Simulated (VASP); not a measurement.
# SiO2 (Cristobalite): zone-centre modes, functional by functional, part 3 of 3

Aim: the vibrations of SiO2 (Cristobalite) at the zone centre, at several levels of theory. The starting structure is a measured crystal structure from the Crystallography Open Database.

VASP 6.6.1.

Results so far: LDA E (7) 1193.2 cm⁻¹; LDA at the measured cell E (7) 1196.4 cm⁻¹.

## 4. Modes with PBEsol

Level of this step: PBEsol; plane waves and PAW (Si, O) (VASP).

PBEsol restores the gradient expansion of exchange and is tuned for the cells of solids. The cell comes from a relaxation at this level, not shown (178.54 Å³).

File INCAR:

```
SYSTEM = SiO2
PREC = Accurate
ENCUT = 520
EDIFF = 1E-08
NELM = 100
ISMEAR = 0
SIGMA = 0.03
LREAL = .FALSE.
ALGO = Normal
GGA = PS
NBANDS = 44
LORBIT = 11
LWAVE = .FALSE.
LCHARG = .FALSE.
KPAR = 8
IBRION = 6
NFREE = 2
POTIM = 0.015
NSW = 1
ISIF = 2
```

File POSCAR:

```
SiO2
1.0
    5.0406128455      0.0000000000      0.0000000000
    0.0000000000      5.0406128455      0.0000000000
    0.0000000000      0.0000000000      7.0270322221
Si O
4 8
Direct
    0.7974507493      0.2025492507      0.7500000000
    0.7025492507      0.7025492507      0.5000000000
    0.2025492507      0.7974507493      0.2500000000
    0.2974507493      0.2974507493      0.0000000000
    0.1001136220      0.2399417768      0.8227297555
    0.2600582232      0.6001136220      0.0727297555
    0.8998863780      0.7600582232      0.3227297555
    0.7399417768      0.3998863780      0.5727297555
    0.6001136220      0.2600582232      0.9272702445
    0.7600582232      0.8998863780      0.6772702445
    0.3998863780      0.7399417768      0.4272702445
    0.2399417768      0.1001136220      0.1772702445
```

File KPOINTS:

```
Automatic mesh
0
Gamma
4 4 4
0 0 0
```

Potentials, in the order of the species: Si and O (PBE family, release 64).

On the command line:

```console
> mpirun -np 16 vasp_std
```

The log of the run:

```text
[banner, memory and clock lines left out]
running   16 mpi-ranks, on    1 nodes
[...]
[... a notice as in an earlier step ...]

|                                                                             |
|               ----> ADVICE to this user running VASP <----                  |
|                                                                             |
|     You enforced a specific xc type in the INCAR file but a different       |
|     [... a line on the potential file left out ...]
|     I HOPE YOU KNOW WHAT YOU ARE DOING!                                     |
|                                                                             |

 LDA part: xc-table for (Slater+PW92), standard interpolation
 POSCAR, INCAR and KPOINTS ok, starting setup
[...]
entering main loop
       N       E                     dE             d eps       ncg     rms          rms(c)
DAV:   1     0.402538765585E+03    0.40254E+03   -0.32593E+04  1584   0.132E+03
DAV:   2    -0.779840974331E+02   -0.48052E+03   -0.46527E+03  2012   0.309E+02
DAV:   3    -0.110146717722E+03   -0.32163E+02   -0.31989E+02  1944   0.850E+01
DAV:   4    -0.110579450358E+03   -0.43273E+00   -0.43192E+00  1976   0.109E+01
[...]
DAV:  14    -0.986888247503E+02   -0.83838E-06   -0.13070E-06  1952   0.572E-03    0.112E-03
DAV:  15    -0.986888247965E+02   -0.46231E-07   -0.80239E-08  1760   0.134E-03    0.107E-03
DAV:  16    -0.986888247877E+02    0.87730E-08   -0.34470E-08  1640   0.871E-04
   1 F= -.98688825E+02 E0= -.98688825E+02  d E =-.726691E-17
[... from here on, the cycles between the ionic steps are left out ...]
   2 F= -.98683772E+02 E0= -.98683772E+02  d E =-.335401E-17
   3 F= -.98683923E+02 E0= -.98683923E+02  d E =-.147184E-16
   4 F= -.98683291E+02 E0= -.98683291E+02  d E =-.205885E-16
   5 F= -.98683291E+02 E0= -.98683291E+02  d E =-.207012E-16
   6 F= -.98684220E+02 E0= -.98684220E+02  d E =-.932704E-17
   7 F= -.98684118E+02 E0= -.98684118E+02  d E =-.247485E-17
   8 F= -.98688129E+02 E0= -.98688129E+02  d E =-.229592E-17
   9 F= -.98688123E+02 E0= -.98688123E+02  d E =-.134096E-16
  10 F= -.98685942E+02 E0= -.98685942E+02  d E =-.356042E-17
  11 F= -.98685977E+02 E0= -.98685977E+02  d E =-.130108E-16
 Finite differences progress:
  Degree of freedom:   5/  5
  Displacement:        2/  2
  Total:              10/ 10
```

It took 6.3 min on 16 MPI ranks of AMD EPYC 7R43, shared host; peak memory 5.9 GiB; 90 min of CPU time.

OUTCAR, selected parts (step 4):

```text
  Total        0.0206881     -0.0065698     -0.3074434     -0.0256493     -0.0636099     -0.1467527
  in kB        0.1856487     -0.0589551     -2.7589070     -0.2301693     -0.5708170     -1.3169159
  external PRESSURE =      -0.8774045 kB  Pullay stress =       0.0000000 kB

 POSITION                                       TOTAL-FORCE (eV/Angst)
 -----------------------------------------------------------------------------------
      4.01964      1.02097      5.27027        -0.095527     -0.014441     -0.090263
      3.54128      3.54128      3.51352         0.003475     -0.013120      0.028888
      1.02097      4.01964      1.75676        -0.009680     -0.014917      0.033953
      1.49933      1.49933      0.00000        -0.148114     -0.043942     -0.236773
      0.50463      1.20945      5.76635         0.336429      0.077331      0.375622
      1.31085      3.02494      0.51107        -0.010248     -0.024038     -0.021265
      4.53598      3.83116      2.26783         0.009777      0.003443     -0.012814
      3.72976      2.01567      4.02459        -0.029796      0.020689     -0.021447
      3.02494      1.31085      6.51596        -0.011617      0.000176      0.016734
      3.83116      4.53598      4.75920        -0.021687     -0.017418     -0.009244
      2.01567      3.72976      3.00244        -0.009917      0.006521     -0.020953
      1.20945      0.50463      1.24568        -0.013094      0.019716     -0.042438
 -----------------------------------------------------------------------------------
    total drift:                               -0.000080     -0.000243      0.000011

  FREE ENERGIE OF THE ION-ELECTRON SYSTEM (eV)
  ---------------------------------------------------
  free  energy   TOTEN  =       -98.6859765288 eV

  energy  without entropy=      -98.6859765288  energy(sigma->0) =      -98.68597653

[... 1 part as in an earlier step ...]

[... 2 further parts left out ...]
[key lines of the parts left out:]
E-fermi :  -0.0237
```

With PBEsol the compared modes are at the top E (7) 1183.5, B2 (3) 1116.9 cm⁻¹, at the bottom B1 (2) 108.6, B1 (1) 41.2 cm⁻¹, with 17 more of the listed ones between; the largest shift among the levels compared is -20.4 cm⁻¹, in A1 (3), from LDA.

## 5. Modes with PBE

PBE, the usual starting point, adds the gradient of the density. The cell comes from a relaxation at this level, not shown (184.53 Å³).

Edit INCAR of step 4 so:

```diff
@@ -9,3 +9,3 @@
 ALGO = Normal
-GGA = PS
+GGA = PE
 NBANDS = 44
```

File POSCAR:

```
SiO2
1.0
    5.0914900721      0.0000000000      0.0000000000
    0.0000000000      5.0914900721      0.0000000000
    0.0000000000      0.0000000000      7.1181705782
Si O
4 8
Direct
    0.7930987517      0.2069012483      0.7500000000
    0.7069012483      0.7069012483      0.5000000000
    0.2069012483      0.7930987517      0.2500000000
    0.2930987517      0.2930987517      0.0000000000
    0.0914850456      0.2414916625      0.8269779089
    0.2585083375      0.5914850456      0.0769779089
    0.9085149544      0.7585083375      0.3269779089
    0.7414916625      0.4085149544      0.5769779089
    0.5914850456      0.2585083375      0.9230220911
    0.7585083375      0.9085149544      0.6730220911
    0.4085149544      0.7414916625      0.4230220911
    0.2414916625      0.0914850456      0.1730220911
```

KPOINTS is that of step 4.

On the command line:

```console
> mpirun -np 16 vasp_std
```

The log of the run:

```text
[banner, memory and clock lines left out]
running   16 mpi-ranks, on    1 nodes
[...]
[... a notice as in an earlier step ...]

 LDA part: xc-table for (Slater+PW92), standard interpolation
 POSCAR, INCAR and KPOINTS ok, starting setup
[...]
entering main loop
       N       E                     dE             d eps       ncg     rms          rms(c)
DAV:   1     0.419881133381E+03    0.41988E+03   -0.32393E+04  1584   0.131E+03
DAV:   2    -0.736208715764E+02   -0.49350E+03   -0.47837E+03  2032   0.311E+02
DAV:   3    -0.107408677356E+03   -0.33788E+02   -0.33617E+02  1944   0.870E+01
DAV:   4    -0.107873881299E+03   -0.46520E+00   -0.46427E+00  2000   0.112E+01
[...]
DAV:  13    -0.949428805482E+02   -0.39854E-05   -0.10450E-05  1748   0.162E-02    0.363E-03
DAV:  14    -0.949428811442E+02   -0.59600E-06   -0.32740E-07  1900   0.324E-03    0.934E-04
DAV:  15    -0.949428811430E+02    0.12442E-08   -0.17697E-08  1408   0.715E-04
   1 F= -.94942881E+02 E0= -.94942881E+02  d E =-.411222E-18
[... from here on, the cycles between the ionic steps are left out ...]
   2 F= -.94937983E+02 E0= -.94937983E+02  d E =-.326744E-13
   3 F= -.94938118E+02 E0= -.94938118E+02  d E =-.161656E-12
   4 F= -.94937495E+02 E0= -.94937495E+02  d E =-.593388E-14
   5 F= -.94937495E+02 E0= -.94937495E+02  d E =-.599275E-14
   6 F= -.94938394E+02 E0= -.94938394E+02  d E =-.177443E-12
   7 F= -.94938268E+02 E0= -.94938268E+02  d E =-.918847E-13
   8 F= -.94942242E+02 E0= -.94942242E+02  d E =-.960897E-13
   9 F= -.94942178E+02 E0= -.94942178E+02  d E =-.134076E-12
  10 F= -.94940057E+02 E0= -.94940057E+02  d E =-.749314E-13
  11 F= -.94940118E+02 E0= -.94940118E+02  d E =-.174860E-12
 Finite differences progress:
  Degree of freedom:   5/  5
  Displacement:        2/  2
  Total:              10/ 10
```

Elapsed: 5.6 min, on 16 MPI ranks; peak memory 6.3 GiB.

OUTCAR, selected parts (step 5):

```text
  Total        0.0319602      0.0048485     -0.3204840     -0.0210504     -0.0526318     -0.1334370
  in kB        0.2774996      0.0420982     -2.7826511     -0.1827729     -0.4569839     -1.1585871
  external PRESSURE =      -0.8210178 kB  Pullay stress =       0.0000000 kB

 POSITION                                       TOTAL-FORCE (eV/Angst)
 -----------------------------------------------------------------------------------
      4.03805      1.05344      5.33863        -0.096434     -0.013940     -0.093720
      3.59918      3.59918      3.55909         0.002904     -0.012865      0.030097
      1.05344      4.03805      1.77954        -0.009831     -0.013853      0.034651
      1.49231      1.49231      0.00000        -0.141813     -0.036970     -0.222705
      0.46580      1.22955      5.87157         0.337641      0.071075      0.365549
      1.31619      3.01154      0.54794        -0.012972     -0.024252     -0.023574
      4.62569      3.86194      2.32748         0.009219      0.001504     -0.014498
      3.77530      2.07995      4.10703        -0.028153      0.020773     -0.023778
      3.01154      1.31619      6.57023        -0.012340     -0.001360      0.019342
      3.86194      4.62569      4.79069        -0.024208     -0.019806     -0.009915
      2.07995      3.77530      3.01114        -0.011632      0.007898     -0.020423
      1.22955      0.46580      1.23160        -0.012382      0.021795     -0.041026
 -----------------------------------------------------------------------------------
    total drift:                                0.000273      0.000336      0.000247

  FREE ENERGIE OF THE ION-ELECTRON SYSTEM (eV)
  ---------------------------------------------------
  free  energy   TOTEN  =       -94.9401184075 eV

  energy  without entropy=      -94.9401184075  energy(sigma->0) =      -94.94011841

[... 1 part as in an earlier step ...]

[... 2 further parts left out ...]
[key lines of the parts left out:]
E-fermi :  -0.1891
```

With PBE the compared modes are at the top E (7) 1174.3, B2 (3) 1113.1 cm⁻¹, at the bottom B1 (2) 102.4, B1 (1) 29.2 cm⁻¹, with 17 more of the listed ones between; the largest shift among the levels compared is -35.2 cm⁻¹, in A2 (3), from LDA.

## 6. Modes with PBEsol + D3(BJ)

D3 with Becke-Johnson damping keeps a finite attraction at short range. The cell comes from a relaxation at this level, not shown (163.57 Å³).

Edit INCAR of step 5 so:

```diff
@@ -9,3 +9,4 @@
 ALGO = Normal
-GGA = PE
+GGA = PS
+IVDW = 12
 NBANDS = 44
```

File POSCAR:

```
SiO2
1.0
    4.9130520871      0.0000000000      0.0000000000
    0.0000000000      4.9130520871      0.0000000000
    0.0000000000      0.0000000000      6.7764791087
Si O
4 8
Direct
    0.8115172133      0.1884827867      0.7500000000
    0.6884827867      0.6884827867      0.5000000000
    0.1884827867      0.8115172133      0.2500000000
    0.3115172133      0.3115172133      0.0000000000
    0.1278600775      0.2341213962      0.8091434957
    0.2658786038      0.6278600775      0.0591434957
    0.8721399225      0.7658786038      0.3091434957
    0.7341213962      0.3721399225      0.5591434957
    0.6278600775      0.2658786038      0.9408565043
    0.7658786038      0.8721399225      0.6908565043
    0.3721399225      0.7341213962      0.4408565043
    0.2341213962      0.1278600775      0.1908565043
```

KPOINTS is that of step 5.

On the command line:

```console
> mpirun -np 16 vasp_std
```

The log of the run:

```text
[banner, memory and clock lines left out]
running   16 mpi-ranks, on    1 nodes
[...]
[... a notice as in an earlier step ...]

 [... a notice as in an earlier step ...]

 LDA part: xc-table for (Slater+PW92), standard interpolation
 POSCAR, INCAR and KPOINTS ok, starting setup
[...]
entering main loop
       N       E                     dE             d eps       ncg     rms          rms(c)
DAV:   1     0.382111302397E+03    0.38211E+03   -0.32899E+04  1592   0.133E+03
DAV:   2    -0.816973977153E+02   -0.46381E+03   -0.45004E+03  2012   0.309E+02
DAV:   3    -0.109799295266E+03   -0.28102E+02   -0.27963E+02  1960   0.806E+01
DAV:   4    -0.110161814407E+03   -0.36252E+00   -0.36183E+00  1952   0.100E+01
[...]
DAV:  15    -0.986114271940E+02    0.10243E-07   -0.52952E-08  1640   0.102E-03    0.122E-03
DAV:  16    -0.986114271660E+02    0.27984E-07   -0.34574E-08  1736   0.876E-04    0.183E-04
DAV:  17    -0.986114271645E+02    0.14643E-08   -0.26140E-09  1124   0.251E-04
   1 F= -.99853104E+02 E0= -.99853104E+02  d E =-.505183E-11
[... from here on, the cycles between the ionic steps are left out ...]
   2 F= -.99848019E+02 E0= -.99848019E+02  d E =-.125180E-10
   3 F= -.99848226E+02 E0= -.99848226E+02  d E =-.907468E-11
   4 F= -.99847594E+02 E0= -.99847594E+02  d E =-.577473E-27
   5 F= -.99847594E+02 E0= -.99847594E+02  d E =-.724803E-27
   6 F= -.99848624E+02 E0= -.99848624E+02  d E =-.332179E-11
   7 F= -.99848456E+02 E0= -.99848456E+02  d E =-.234712E-26
   8 F= -.99852308E+02 E0= -.99852308E+02  d E =-.295742E-27
   9 F= -.99852300E+02 E0= -.99852300E+02  d E =-.680372E-27
  10 F= -.99850171E+02 E0= -.99850171E+02  d E =-.186136E-25
  11 F= -.99850278E+02 E0= -.99850278E+02  d E =-.549768E-11
 Finite differences progress:
  Degree of freedom:   5/  5
  Displacement:        2/  2
  Total:              10/ 10
```

The job ended after 5.7 min (16 MPI ranks; peak memory 6.1 GiB; 90 min of CPU time).

Parts of OUTCAR (step 6):

```text
 Edisp (eV)   -1.24165

 Edisp (eV)   -1.24171

  Total      -0.00544    -0.03443    -0.38304    -0.03701    -0.09540    -0.16008
  in kB      -0.05326    -0.33729    -3.75187    -0.36247    -0.93447    -1.56800
  external pressure =       -1.38 kB  Pullay stress =        0.00 kB

 POSITION                                       TOTAL-FORCE (eV/Angst)
 -----------------------------------------------------------------------------------
      3.98703      0.92603      5.08236        -0.075480     -0.013716     -0.078150
      3.38255      3.38255      3.38824         0.004241     -0.013914      0.025194
      0.92603      3.98703      1.69412        -0.009193     -0.017764      0.032351
      1.53050      1.53050      0.00000        -0.141260     -0.060633     -0.251117
      0.62818      1.15025      5.46814         0.297142      0.096692      0.374277
      1.30628      3.08471      0.40078        -0.007343     -0.020003     -0.020914
      4.28487      3.76280      2.09490         0.007082      0.004001     -0.013593
      3.60678      1.82834      3.78902        -0.030169      0.016716     -0.020985
      3.08471      1.30628      6.37569        -0.006097     -0.000533      0.015004
      3.76280      4.28487      4.68157        -0.019509     -0.015852     -0.002258
      1.82834      3.60678      2.98745        -0.009200      0.006890     -0.017335
      1.15025      0.62818      1.29334        -0.010214      0.018116     -0.042474
 -----------------------------------------------------------------------------------
    total drift:                               -0.000228      0.000235     -0.000096

  FREE ENERGIE OF THE ION-ELECTRON SYSTEM (eV)
  ---------------------------------------------------
  free  energy   TOTEN  =       -99.8502777786 eV

  energy  without entropy=      -99.8502777786  energy(sigma->0) =      -99.85027778

[... 1 part as in an earlier step ...]

[... 2 further parts left out ...]
[key lines of the parts left out:]
E-fermi :   0.5405
```

With PBEsol + D3(BJ) the compared modes are at the top E (7) 1161.8, B2 (3) 1091.6 cm⁻¹, at the bottom B1 (2) 126.6, B1 (1) 61.3 cm⁻¹, with 17 more of the listed ones between; the largest shift among the levels compared is -32.6 cm⁻¹, in B2 (3), from LDA.

## 7. Modes with r2SCAN

r2SCAN adds the kinetic-energy density, costs more than a GGA and is run with LASPH. The cell comes from a relaxation at this level, not shown (172.59 Å³).

Edit INCAR of step 6 so:

```diff
@@ -9,4 +9,4 @@
 ALGO = Normal
-GGA = PS
-IVDW = 12
+METAGGA = R2SCAN
+LASPH = .TRUE.
 NBANDS = 44
```

File POSCAR:

```
SiO2
1.0
    4.9899983297      0.0000000000      0.0000000000
    0.0000000000      4.9899983297      0.0000000000
    0.0000000000      0.0000000000      6.9312222941
Si O
4 8
Direct
    0.8018056867      0.1981943133      0.7500000000
    0.6981943133      0.6981943133      0.5000000000
    0.1981943133      0.8018056867      0.2500000000
    0.3018056867      0.3018056867      0.0000000000
    0.1074622333      0.2385642660      0.8195944165
    0.2614357340      0.6074622333      0.0695944165
    0.8925377667      0.7614357340      0.3195944165
    0.7385642660      0.3925377667      0.5695944165
    0.6074622333      0.2614357340      0.9304055835
    0.7614357340      0.8925377667      0.6804055835
    0.3925377667      0.7385642660      0.4304055835
    0.2385642660      0.1074622333      0.1804055835
```

KPOINTS is that of step 6.

On the command line:

```console
> mpirun -np 16 vasp_std
```

The log of the run:

```text
[banner, memory and clock lines left out]
running   16 mpi-ranks, on    1 nodes
[...]
[... a notice as in an earlier step ...]

 [... a notice as in an earlier step ...]

 LDA part: xc-table for (None), standard interpolation
 POSCAR, INCAR and KPOINTS ok, starting setup
[...]
entering main loop
       N       E                     dE             d eps       ncg     rms          rms(c)
DAV:   1     0.364571950643E+03    0.36457E+03   -0.33367E+04  1584   0.135E+03
DAV:   2    -0.120406055394E+03   -0.48498E+03   -0.47012E+03  2012   0.315E+02
DAV:   3    -0.150830060901E+03   -0.30424E+02   -0.30296E+02  1944   0.840E+01
DAV:   4    -0.151199165643E+03   -0.36910E+00   -0.36852E+00  1952   0.102E+01
[...]
DAV:  15    -0.119166506123E+03   -0.12601E-06   -0.41874E-08  1580   0.996E-04    0.186E-03
DAV:  16    -0.119166506336E+03   -0.21293E-06   -0.65006E-08  1780   0.129E-03    0.117E-04
DAV:  17    -0.119166506326E+03    0.95151E-08   -0.17515E-09  1172   0.229E-04
   1 F= -.11916651E+03 E0= -.11916651E+03  d E =-.591565E-25
[... from here on, the cycles between the ionic steps are left out ...]
   2 F= -.11916123E+03 E0= -.11916123E+03  d E =-.854010E-25
   3 F= -.11916139E+03 E0= -.11916139E+03  d E =-.413174E-24
   4 F= -.11916076E+03 E0= -.11916076E+03  d E =-.364710E-24
   5 F= -.11916076E+03 E0= -.11916076E+03  d E =-.361541E-24
[...]
hard stop encountered!  aborting job ...
[...]
|     The electronic self-consistency was not achieved in the given           |
[...]
soft stop encountered!  aborting job ...
   6 F= -.11916178E+03 E0= -.11916178E+03  d E =-.271165E-24
 deleting file STOPCAR
```

Run time: 11 min. Hardware: 16 MPI ranks; peak memory 5.8 GiB.

The run was stopped at its time limit.

## 8. Comparison

| run | ended | E (7) | B2 (3) | A2 (3) | A1 (4) | A1 (1) | E (1) | B1 (2) | B1 (1) | core minutes |
| --- | --- | --- | --- | --- | --- | --- | --- | --- | --- | --- |
| LDA | converged | 1193.2 | 1124.2 | 1093.1 | 1085.1 | 224.9 | 145.9 | 113.0 | 43.9 | 93.4 |
| LDA at the measured cell | converged | 1196.4 | 1127.5 | 1095.2 | 1086.8 | 222.2 | 142.7 | 111.7 | 39.0 | 79.8 |
| PBEsol | converged | 1183.5 | 1116.9 | 1076.4 | 1070.8 | 212.4 | 136.6 | 108.6 | 41.2 | 100.0 |
| PBE | converged | 1174.3 | 1113.1 | 1057.9 | 1053.4 | 200.6 | 128.6 | 102.4 | 29.2 | 89.4 |
| PBEsol + D3(BJ) | converged | 1161.8 | 1091.6 | 1066.7 | 1056.5 | 236.2 | 161.0 | 126.6 | 61.3 | 90.4 |
| r2SCAN | cut off by time | - | - | - | - | - | - | - | - | 174.0 |

Modes are in cm⁻¹, degenerate ones as one, matched between runs by symmetry and order. A number in brackets counts the listed modes of one symmetry from the lowest. The symmetry labels come from an automatic analysis and can be wrong where levels nearly coincide. Levels within 1 cm⁻¹ of another in the first run are left out, since their labels are uncertain. Between the highest four and the lowest four, 13 more are left out. Core minutes are wall time times ranks of the run shown, on a shared host.

## 9. Outcome

- E (7), LDA: 1193.2 cm⁻¹
- B1 (1), LDA: 43.9 cm⁻¹
- E (7), LDA at the measured cell: 1196.4 cm⁻¹
- B1 (1), LDA at the measured cell: 39.0 cm⁻¹
- E (7), PBEsol: 1183.5 cm⁻¹
- B1 (1), PBEsol: 41.2 cm⁻¹
- E (7), PBE: 1174.3 cm⁻¹
- B1 (1), PBE: 29.2 cm⁻¹
- E (7), PBEsol + D3(BJ): 1161.8 cm⁻¹
- B1 (1), PBEsol + D3(BJ): 61.3 cm⁻¹

In words: On the cells relaxed at each level, the E (7) mode of SiO2 (Cristobalite), the highest of the listed ones in the run with LDA, lies between 1162 cm⁻¹ (PBEsol + D3(BJ)) and 1193 cm⁻¹ (LDA). On the cells relaxed at each level, the B1 (1) mode of SiO2 (Cristobalite), the lowest of the listed ones in the run with LDA, lies between 29.2 cm⁻¹ (PBE) and 61.3 cm⁻¹ (PBEsol + D3(BJ)). Taking the measured cell, +1.0 % in volume, instead of the one relaxed with LDA moves A1 (3) by -5.4 cm⁻¹. The frequencies are harmonic, and the splitting of polar modes by their long-range field is left out. No result to use came from r2SCAN. Further runs on this material are not shown.

[Lines on the potential files, build, host, timing and source positions are cut from VASP's logs without a mark.]

[Logs are printed without paths, hosts, clocks, repeated set-up lines and the standing remarks that a program may print on its own settings, such as how far it seeks lower states.]

[Hosts, paths, dates, database ids (printed as entryN), source tags and the programs' standing remarks are cut or masked in the printed files.]
